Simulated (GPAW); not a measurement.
Runs of GPAW 26.7.0 on CdTe. The structure is cubic, space group F-43m (No. 216). Conventional cell: a = 6.410 Å, b = 6.410 Å, c = 6.410 Å, α = 90.00°, β = 90.00°, γ = 90.00°. Te (site symmetry -43m) has 4 Cd at 2.78 Å as nearest neighbours. Cd (site symmetry -43m) has 4 Te at 2.78 Å as nearest neighbours. 

| task | level | potentials or basis | spin | k mesh | cutoff (eV) | maxiter | band path | band points | spin axis theta (degrees) | spin axis phi (degrees) | mesh quality | gap on the mesh (eV) |
| --- | --- | --- | --- | --- | --- | --- | --- | --- | --- | --- | --- | --- |
| band structure | vdW-DF2 | GPAW PAW data sets (gpaw-data 1.2.1), pw | SOC, no magnetisation | 6 × 6 × 6 | 600 | 150 | GXWKGLUWLK,UX | 80 | 90 | 45 | not flagged | 0.39 |
| band structure | OLYP | PAW data sets generated in the run's folder for this functional, pw | SOC, no magnetisation | 6 × 6 × 6 | 600 | 150 | GXWKGLUWLK,UX | 60 | 0 | 0 | not flagged | 0.93 |
| single point | TB-mBJ | GPAW PAW data sets for LDA (gpaw-data 1.2.1), pw | off | 6 × 6 × 6 | 600 | 150 | - | - | - | - | not flagged | (b) |
| single point | PBE0-1/3 | GPAW PAW data sets (gpaw-data 1.2.1), pw | off | 4 × 4 × 4 | 450 | 60 | - | - | - | - | coarse | (a) |
| band structure | optPBE-vdW | GPAW PAW data sets (gpaw-data 1.2.1), pw | SOC, no magnetisation | 6 × 6 × 6 | 600 | 150 | GXWKGLUWLK,UX | 60 | 54.7 | 45 | not flagged | 0.57 |
| single point | BHandHLYP | GPAW PAW data sets (gpaw-data 1.2.1), pw | off | 4 × 4 × 4 | 450 | 60 | - | - | - | - | coarse | 3.94 |

Alike in all rows: cell as given; smearing fermi-dirac 0.05 eV.

Task: Estimate the missing entries.

Result: (a) 2.92; (b) 1.90.

Caveats: some runs use coarse meshes; spin-orbit coupling was added after a scalar SCF, so levels and gaps hold it while energy, forces, pressure and moments don't (some runs); this program's spin-orbit splittings come out too wide for heavy elements (some runs); spin-orbit coupling is left out, which moves the levels of the heavy elements (some runs); exact exchange converges slowly with the k mesh, and this mesh is small (some runs); a model potential gives levels but no total energy (some runs).

A k mesh can miss the band edges, and rows without SOC leave out spin-orbit coupling on Cd, Te.

Runs at the PBE level aren't shown here.
